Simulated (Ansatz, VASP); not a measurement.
# NaCl: VASP beside Ansatz

File INCAR:

```
SYSTEM = NaCl
ALGO = Normal
EDIFF = 1E-6
ENCUT = 520
GGA = PS
ISIF = 2
ISMEAR = 0
LASPH = .TRUE.
LCHARG = .TRUE.
LELF = .TRUE.
LREAL = .FALSE.
LVHAR = .TRUE.
LWAVE = .FALSE.
NBANDS = 14
NELM = 100
PREC = Accurate
SIGMA = 0.05
```

Contents of KPOINTS:

```
k-points
0
G
  10 10 10
  0 0 0
```

File POSCAR:

```
NaCl
1.0
    3.4475495236      0.0000000000      0.0000000000
    0.0000000000      3.4475495236      0.0000000000
    0.0000000000      0.0000000000      3.4475495236
Na Cl
1 1
Direct
    0.0000000000      0.0000000000      0.0000000000
    0.5000000000      0.5000000000      0.5348073318
```

Input for Ansatz:

```yaml
crystal:
  lattice:
    - [3.4475495236, 0.0, 0.0]
    - [0.0, 3.4475495236, 0.0]
    - [0.0, 0.0, 3.4475495236]
  atoms:
    - { symbol: Na, position: [0.0, 0.0, 0.0] }
    - { symbol: Cl, position: [0.5, 0.5, 0.5348073318] }
basis:
  ecutwfc: 420
  ecutrho_ratio: 4
kpoints:
  mp_grid: { grid: [10, 10, 10] }
hamiltonian:
  xc: pbesol
scf:
  occupations: { method: gaussian, width: 0.05 }
output:
  forces: true
  stress: true
  eigenvalues: true
```

Alike in both runs: task single point; functional PBEsol; k mesh 10 × 10 × 10; occupations gaussian, width 0.05 eV; no spin polarisation.

```csv
,VASP,Ansatz
version,VASP 6.6.1,Ansatz 0.2.0
potentials or method,"VASP PAW PBE potentials, release 64 (Na_pv, Cl)","scalar-relativistic, plane waves, PAW"
plane-wave cutoff (eV),520,420
valence electrons in the cell,14,16
```

```csv
,VASP,Ansatz,Ansatz less VASP
gap on the k mesh at the Fermi level (eV),3.99,4.00,+0.003
least direct gap on the mesh (eV),4.53,4.54,+0.003
pressure (GPa),0.1,0.1,0.00
rms of the force components (eV/Å),0.035,0.034,-0.0011
```

Atom by atom the forces differ by 0.001 eV/Å (rms over components). With one functional, cell and mesh, what is left measures potentials, basis and numerics. The two sets of potentials don't hold the same shells in valence.

Caveats: the PAW data sets were made with another functional, which shifts forces and pressure a little (VASP). A k mesh can miss the band edges.
